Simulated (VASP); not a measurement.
# ZnAu: Zn into a neighbouring Zn vacancy, part 2 of 4

How hard is this move in ZnAu: Zn into a neighbouring Zn vacancy? Both ends are relaxed first, then a band of images between them. The start is a cell from a database of measured crystal structures.

VASP 6.6.1; PBE; plane waves and PAW (Au, Zn).

So far. Step 2 (Relax the host): The run ended after 3 ionic steps, 0.013 eV below its first step, once forces and stress met EDIFFG = -0.02.

### 3. Relax the start

System of this step: Zn15Au16. The cell holds 31 atoms: 16 Au and 15 Zn. Its edges and angles: a = 8.997 Å, b = 8.997 Å, c = 8.997 Å, α = 60.0°, β = 60.0°, γ = 60.0°. It derives from ZnAu. Nearest the centre at fractional (0.000, 0.250, 0.250): Zn23 at 1.60 Å, Au8 at 2.22 Å, Au5 at 2.24 Å, Au4 at 2.24 Å, Au3 at 2.25 Å, Zn26 at 3.52 Å, Zn29 at 3.54 Å, Zn18 at 3.54 Å.

A path needs two true minima; the start is relaxed with symmetry off.

Input file INCAR:

```
SYSTEM = Zn15Au16
PREC = Normal
ENCUT = 280
EDIFF = 1E-05
NELM = 120
ISMEAR = 1
SIGMA = 0.15
LREAL = Auto
ALGO = Fast
GGA = PE
NBANDS = 210
LASPH = .TRUE.
LORBIT = 11
LWAVE = .FALSE.
LCHARG = .FALSE.
KPAR = 6
IBRION = 2
NSW = 60
ISIF = 2
EDIFFG = -0.05
POTIM = 0.4
MAXMIX = 40
ISYM = 0
```

Input file POSCAR:

```
Zn15Au16
1.0
    0.0000000000      6.3615771070      6.3615771070
    6.3615771070      0.0000000000      6.3615771070
    6.3615771070      6.3615771070      0.0000000000
Au Zn
16 15
Direct
    0.0012677218     -0.0002288692      0.0013153425
    0.5041733168     -0.0027699712     -0.0013269916
    0.0023306229      0.4988155469     -0.0005036605
    0.0004417187      0.0012770784      0.4996476373
    0.2501437141      0.2483405633      0.2493441175
    0.4986613683      0.5004191843      0.0014635130
    0.5008376200     -0.0008120220      0.4983537999
    0.7540499250      0.2491150899      0.2500184492
    0.0010176362      0.4984329022      0.4930435432
    0.2513411067      0.7493421262      0.2493305601
    0.2443292921      0.2544835651      0.7521746541
    0.4988477618      0.5032368263      0.5031853913
    0.7484805591      0.7520459291      0.2463380994
    0.7468253268      0.2510266943      0.7493160323
    0.2484736837      0.7512173679      0.7485561358
    0.7491099873      0.7492982953      0.7510018914
    0.6259718772      0.1250368296      0.1268298398
    0.1266480858      0.6217754497      0.1256521371
    0.1233707172      0.1295042529      0.6232597177
    0.3725751533      0.3764379861      0.3734989369
    0.6237998274      0.6231122964      0.1270577944
    0.6263207542      0.1222118436      0.6243067145
    0.8732319267      0.3715844927      0.3791559073
    0.1260574925      0.6230071204      0.6277926439
    0.3778554318      0.8729413723      0.3745095284
    0.3707197453      0.3746216041      0.8781949399
    0.6256908765      0.6267466443      0.6229074957
    0.8702533073      0.8759892500      0.3746195074
    0.8736728647      0.3743142906      0.8784642312
    0.3764383645      0.8750342399      0.8749624628
    0.8738767174      0.8758251542      0.8769296413
```

Input file KPOINTS:

```
Automatic mesh
0
Gamma
3 3 3
0 0 0
```

PAW data sets: Au and Zn (PBE family, release 64).

On the command line:

```sh
$ mpirun -np 6 vasp_std
```

What it wrote:

```text
[banner, memory and clock lines left out]
running    6 mpi-ranks, on    1 nodes
 distrk:  each k-point on    1 cores,    6 groups
 distr:  one band on    1 cores,    1 groups

 POSCAR found type information on POSCAR AuZn
 POSCAR found :  2 types and      31 ions
 [... a notice as in an earlier step ...]

 LDA part: xc-table for (Slater+PW92), standard interpolation
 POSCAR, INCAR and KPOINTS ok, starting setup
 FFT: planning ... GRIDC
 FFT: planning ... GRID_SOFT
 FFT: planning ... GRID
 WAVECAR not read
 entering main loop
       N       E                     dE             d eps       ncg     rms          rms(c)
DAV:   1     0.287233608146E+04    0.28723E+04   -0.10756E+05  5880   0.145E+03
DAV:   2     0.316264297419E+03   -0.25561E+04   -0.24289E+04  5880   0.407E+02
DAV:   3    -0.621798176903E+02   -0.37844E+03   -0.35324E+03  6054   0.143E+02
DAV:   4    -0.809656834829E+02   -0.18786E+02   -0.18403E+02  6416   0.363E+01
DAV:   5    -0.812739476379E+02   -0.30826E+00   -0.30746E+00  6248   0.406E+00    0.296E+01
RMM:   6    -0.748495316050E+02    0.64244E+01   -0.21001E+01  5880   0.120E+01    0.196E+01
RMM:   7    -0.745450455145E+02    0.30449E+00   -0.16945E+00  5880   0.263E+00    0.100E+01
RMM:   8    -0.744475958421E+02    0.97450E-01   -0.27281E-01  5880   0.126E+00    0.922E-01
RMM:   9    -0.744395975840E+02    0.79983E-02   -0.43121E-02  5898   0.493E-01    0.293E-01
RMM:  10    -0.744403784405E+02   -0.78086E-03   -0.11073E-02  5947   0.203E-01    0.305E-01
RMM:  11    -0.744402780846E+02    0.10036E-03   -0.23902E-03  5882   0.131E-01    0.694E-02
RMM:  12    -0.744402842696E+02   -0.61850E-05   -0.42793E-04  5959   0.605E-02    0.310E-02
RMM:  13    -0.744402906612E+02   -0.63916E-05   -0.13492E-04  5693   0.261E-02    0.224E-02
RMM:  14    -0.744402881411E+02    0.25201E-05   -0.35256E-05  4227   0.157E-02
   1 F= -.74440288E+02 E0= -.74430306E+02  d E =-.744403E+02
 curvature:   0.00 expect dE= 0.000E+00 dE for cont linesearch  0.000E+00
 trial: gam= 0.00000 g(F)=  0.543E-01 g(S)=  0.000E+00 ort = 0.000E+00 (trialstep = 0.100E+01)
 search vector abs. value=  0.543E-01
 bond charge predicted
       N       E                     dE             d eps       ncg     rms          rms(c)
DAV:   1    -0.744794850770E+02   -0.39194E-01   -0.11813E+01  6150   0.753E+00    0.232E-01
RMM:   2    -0.744862513531E+02   -0.67663E-02   -0.67101E-02  5880   0.750E-01    0.144E-01
RMM:   3    -0.744872186392E+02   -0.96729E-03   -0.11500E-02  5881   0.290E-01    0.995E-02
RMM:   4    -0.744872922141E+02   -0.73575E-04   -0.23621E-03  5907   0.144E-01    0.790E-02
RMM:   5    -0.744872652003E+02    0.27014E-04   -0.80591E-04  5884   0.784E-02    0.299E-02
RMM:   6    -0.744872665822E+02   -0.13819E-05   -0.17927E-04  5901   0.393E-02    0.173E-02
RMM:   7    -0.744872670796E+02   -0.49741E-06   -0.10023E-04  5826   0.270E-02    0.976E-03
RMM:   8    -0.744872682586E+02   -0.11790E-05   -0.28283E-05  3542   0.141E-02
   2 F= -.74487268E+02 E0= -.74477067E+02  d E =-.469801E-01
[...]
3 F= -.74538847E+02 E0= -.74528731E+02  d E =-.985591E-01
[...]
4 F= -.74540993E+02 E0= -.74530987E+02  d E =-.100705E+00
[...]
5 F= -.74547867E+02 E0= -.74537941E+02  d E =-.687328E-02
 trial-energy change:   -0.006873  1 .order   -0.006741   -0.008443   -0.005038
 step:   3.0702(harm=  3.7928)  dis= 0.01481  next Energy=   -74.550540 (dE=-0.955E-02)
 bond charge predicted
       N       E                     dE             d eps       ncg     rms          rms(c)
DAV:   1    -0.745489675647E+02   -0.10941E-02   -0.31836E+00  5900   0.383E+00    0.127E-01
RMM:   2    -0.745508614267E+02   -0.18939E-02   -0.16679E-02  5880   0.391E-01    0.929E-02
RMM:   3    -0.745511256004E+02   -0.26417E-03   -0.32020E-03  5880   0.149E-01    0.764E-02
RMM:   4    -0.745511966685E+02   -0.71068E-04   -0.82786E-04  7045   0.723E-02    0.765E-02
RMM:   5    -0.745511821707E+02    0.14498E-04   -0.20258E-04  4689   0.297E-02    0.654E-02
RMM:   6    -0.745511517553E+02    0.30415E-04   -0.14731E-04  4875   0.243E-02    0.468E-02
RMM:   7    -0.745511519291E+02   -0.17377E-06   -0.88705E-05  4793   0.196E-02
   6 F= -.74551152E+02 E0= -.74541348E+02  d E =-.101585E-01
 curvature:  -1.87 expect dE=-0.951E-03 dE for cont linesearch -0.302E-03
 trial: gam=-0.06393 g(F)=  0.510E-03 g(S)=  0.000E+00 ort = 0.990E-03 (trialstep = 0.184E+01)
 search vector abs. value=  0.408E-03
 reached required accuracy - stopping structural energy minimisation
```

Wall time 4.6 min (6 MPI ranks of Intel Xeon 6975P-C (Granite Rapids), shared host); peak memory 3.3 GiB.

OUTCAR, selected parts (step 3):

```text
 Found     14 irreducible k-points:

   k-points           NKPTS =     14   k-points in BZ     NKDIM =     14   number of bands    NBANDS=    210

   dimension x,y,z NGX =    40 NGY =   40 NGZ =   40
   dimension x,y,z NGXF=    80 NGYF=   80 NGZF=   80

   ENCUT  =  280.0 eV  20.58 Ry    4.54 a.u.  12.27 12.27 12.27*2*pi/ulx,y,z

   NELECT =     356.0000    total number of electrons

 E-fermi :   6.3619

 k-point     1 :       0.0000    0.0000    0.0000
  band No.  band energies     occupation
    ...
    172       4.6532      2.00000
    173       4.6537      2.00000
    174       5.0948      2.00000
    175       5.0972      2.00000
    176       5.0995      2.00000
    177       7.2566     -0.00000
    178       7.2571     -0.00000
    179       7.2581     -0.00000
    180       7.9104     -0.00000
    181       8.8020     -0.00000
    ...

 k-point     2 :       0.3333    0.0000    0.0000
  band No.  band energies     occupation
    ...
    172       4.6706      2.00000
    173       4.8878      2.00000
    174       5.7040      2.00000
    175       5.9427      2.00056
    176       5.9435      2.00058
    177       6.6569     -0.01777
    178       6.6611     -0.01628
    179       6.7743     -0.00071
    180       7.0733     -0.00000
    181       7.5997     -0.00000
    ...

  Total       -5.3786870     -5.3760286     -5.3645436     -0.0282568      0.0184104     -0.0027750
  in kB      -16.7364163    -16.7281445    -16.6924076     -0.0879244      0.0572862     -0.0086348
  external PRESSURE =     -16.7189894 kB  Pullay stress =       0.0000000 kB

  energy-cutoff  :      280.00
  volume of cell :      514.90
      direct lattice vectors                 reciprocal lattice vectors
     0.000000000  6.361577107  6.361577107    -0.078596862  0.078596862  0.078596862
     6.361577107  0.000000000  6.361577107     0.078596862 -0.078596862  0.078596862
     6.361577107  6.361577107  0.000000000     0.078596862  0.078596862 -0.078596862

 POSITION                                       TOTAL-FORCE (eV/Angst)
 -----------------------------------------------------------------------------------
      0.02130      0.02983      0.02732         0.008350      0.001800      0.005050
      6.36407      3.17131      9.52956         0.032598      0.000781      0.001116
      3.16614      0.02172      3.15581        -0.012128     -0.007627     -0.018288
      3.15696      3.16841      0.01432        -0.004977     -0.019719      0.005694
      3.14790      3.16408      3.14877         0.021166     -0.005998      0.012376
      9.54285      9.53595      6.36151        -0.011126     -0.007261      0.006977
      3.18354      6.35168      3.17531        -0.012039      0.002550     -0.017091
      3.16000      6.39922      6.38362        -0.011323     -0.016884      0.002541
      6.34930      9.51945      9.53892         0.030173      0.017171     -0.003417
      6.38008      3.16273      6.37593        -0.002758     -0.013017      0.006168
      6.39345      6.37037      3.15905        -0.012665      0.024179     -0.008424
      6.38320      6.37179      6.35353        -0.014830     -0.000634      0.011259
      6.34812      6.35184      9.54254         0.018907      0.030231     -0.010052
      6.37479      9.53062      6.34929         0.003884     -0.006976      0.018360
      9.54937      6.35608      6.37083        -0.024233      0.013620      0.019306
      9.53605      9.54892      9.53677         0.002607     -0.014658     -0.010676
      1.59755      4.78115      4.78126        -0.015635     -0.012226     -0.021119
      4.75901      1.58827      4.77340         0.010041      0.000336     -0.004456
      4.78609      4.76222      1.59084        -0.011562     -0.003929     -0.015067
      4.77347      4.77592      4.77167        -0.003033     -0.010600      0.006247
      4.76870      4.77673      7.93430         0.005750      0.000878      0.004376
      4.76618      7.94355      4.76058         0.009243      0.013770      0.011151
      4.72403      7.95557      7.93952        -0.006200      0.000673      0.010537
      7.95207      4.76362      4.76261        -0.001011      0.012246      0.004205
      7.94313      4.72329      7.95290        -0.008423     -0.010301     -0.009355
      7.95946      7.95174      4.70994         0.004842      0.000529     -0.005695
      7.95700      7.94912      7.96109        -0.003293     -0.015248     -0.006941
      7.95063      7.94746     11.17075        -0.002060      0.010562      0.010540
      7.95293     11.17490      7.94438        -0.001521      0.010228      0.003539
     11.18305      7.95273      7.96138         0.013861      0.002459     -0.005035
     11.13147     11.13261     11.14411        -0.002606      0.003065     -0.003826
 -----------------------------------------------------------------------------------
    total drift:                                0.002974      0.009021      0.003472

  FREE ENERGIE OF THE ION-ELECTRON SYSTEM (eV)
  ---------------------------------------------------
  free  energy   TOTEN  =       -74.5511519291 eV

  energy  without entropy=      -74.5217398643  energy(sigma->0) =      -74.54134791

 total charge
# of ion       s       p       d       tot
------------------------------------------
    1        0.609   0.345   8.696   9.650
    2        0.608   0.346   8.695   9.650
    3        0.608   0.346   8.695   9.650
    4        0.608   0.346   8.695   9.650
    5        0.608   0.344   8.696   9.648
    6        0.617   0.360   8.695   9.672
    7        0.618   0.360   8.695   9.673
    8        0.610   0.347   8.695   9.653
    9        0.617   0.360   8.695   9.672
   10        0.609   0.345   8.695   9.649
   11        0.610   0.347   8.695   9.651
   12        0.616   0.359   8.695   9.670
   13        0.616   0.359   8.695   9.670
   14        0.616   0.359   8.695   9.671
   15        0.615   0.359   8.695   9.669
   16        0.617   0.360   8.695   9.672
   17        0.519   0.417   9.757  10.694
   18        0.519   0.419   9.758  10.696
   19        0.519   0.418   9.758  10.695
   20        0.511   0.405   9.759  10.676
   21        0.519   0.418   9.758  10.695
   22        0.519   0.418   9.758  10.694
   23        0.525   0.423   9.758  10.706
   24        0.519   0.419   9.758  10.696
   25        0.525   0.423   9.758  10.707
   26        0.526   0.423   9.758  10.706
   27        0.512   0.429   9.757  10.698
   28        0.524   0.422   9.757  10.704
   29        0.524   0.422   9.757  10.703
   30        0.525   0.422   9.758  10.704
   31        0.512   0.409   9.760  10.681
--------------------------------------------------
tot         17.600  11.933 285.490 315.022

[... 1 part as in an earlier step ...]

[... 7 further parts left out ...]
```

Relaxation path:

```
step  energy less that of the first step (eV)  largest force (eV/Å)
   1                                   0.0000                0.3985
   2                                  -0.0470                0.3091
   3                                  -0.0986                0.1286
   4                                  -0.1007                0.0986
   5                                  -0.1076                0.0648
   6                                  -0.1109                0.0370
```

The atoms that moved most (Å):

```
atom      dx      dy      dz  length
Zn28  -0.005   0.028   0.062   0.068
Zn25   0.007  -0.063  -0.004   0.064
Zn23  -0.052  -0.012   0.021   0.057
Zn30   0.050  -0.008   0.000   0.051
 Au2   0.029  -0.028  -0.022   0.045
 Au9   0.042   0.015   0.000   0.045
Au10   0.027  -0.022   0.010   0.036
Au11  -0.010   0.031  -0.014   0.036
```

The relaxed structure:

```cif
data_structure
_symmetry_space_group_name_H-M 'P 1'
_symmetry_Int_Tables_number 1
_cell_length_a 8.9966
_cell_length_b 8.9966
_cell_length_c 8.9966
_cell_angle_alpha 60.000
_cell_angle_beta 60.000
_cell_angle_gamma 60.000
_cell_volume 514.90
loop_
_atom_site_label
_atom_site_type_symbol
_atom_site_fract_x
_atom_site_fract_y
_atom_site_fract_z
_atom_site_occupancy
Au1 Au 0.00282 0.00148 0.00187 1
Au2 Au 0.49805 0.99993 0.00046 1
Au3 Au 0.00090 0.49518 0.00252 1
Au4 Au 0.00202 0.00023 0.49603 1
Au5 Au 0.24876 0.24621 0.24862 1
Au6 Au 0.49945 0.50054 0.99954 1
Au7 Au 0.49858 0.00056 0.49987 1
Au8 Au 0.75633 0.24714 0.24959 1
Au9 Au 0.99889 0.50057 0.49750 1
Au10 Au 0.24825 0.75400 0.24891 1
Au11 Au 0.24648 0.25011 0.75490 1
Au12 Au 0.49847 0.50027 0.50313 1
Au13 Au 0.75031 0.74972 0.24816 1
Au14 Au 0.74707 0.25100 0.75108 1
Au15 Au 0.24974 0.75171 0.74939 1
Au16 Au 0.75057 0.74855 0.75046 1
Zn17 Zn 0.62601 0.12557 0.12555 1
Zn18 Zn 0.12596 0.62438 0.12370 1
Zn19 Zn 0.12316 0.12691 0.62543 1
Zn20 Zn 0.37523 0.37485 0.37551 1
Zn21 Zn 0.62424 0.62298 0.12663 1
Zn22 Zn 0.62390 0.12444 0.62478 1
Zn23 Zn 0.87801 0.37003 0.37255 1
Zn24 Zn 0.12372 0.62493 0.62509 1
Zn25 Zn 0.37200 0.87814 0.37047 1
Zn26 Zn 0.36958 0.37079 0.88038 1
Zn27 Zn 0.62510 0.62634 0.62445 1
Zn28 Zn 0.87774 0.87824 0.37155 1
Zn29 Zn 0.87764 0.37117 0.87898 1
Zn30 Zn 0.37185 0.87963 0.87827 1
Zn31 Zn 0.87598 0.87580 0.87399 1
```

Numbers from this step:

| Property | Result |
| --- | --- |
| electronic cycles | 52 |
| electrons | 356 |
| free energy (TOTEN) | -74.5512 eV |
| energy at zero smearing | -74.5413 eV |
| Fermi energy | 6.362 eV |

The run ended after 6 ionic steps, 0.111 eV below its first step, once the forces on the free atoms met EDIFFG = -0.05.

(Part 2 of 4 ends here.)

[Lines on the potential files, build, host, timing and source positions are cut from VASP's logs without a mark.]

[Logs are printed without paths, hosts, clocks, repeated set-up lines and the standing remarks that a program may print on its own settings, such as how far it seeks lower states.]

[Hosts, paths, dates, database ids (printed as entryN), source tags and the programs' standing remarks are cut or masked in the printed files.]

[Runs that stopped without an error message from VASP are left out.]
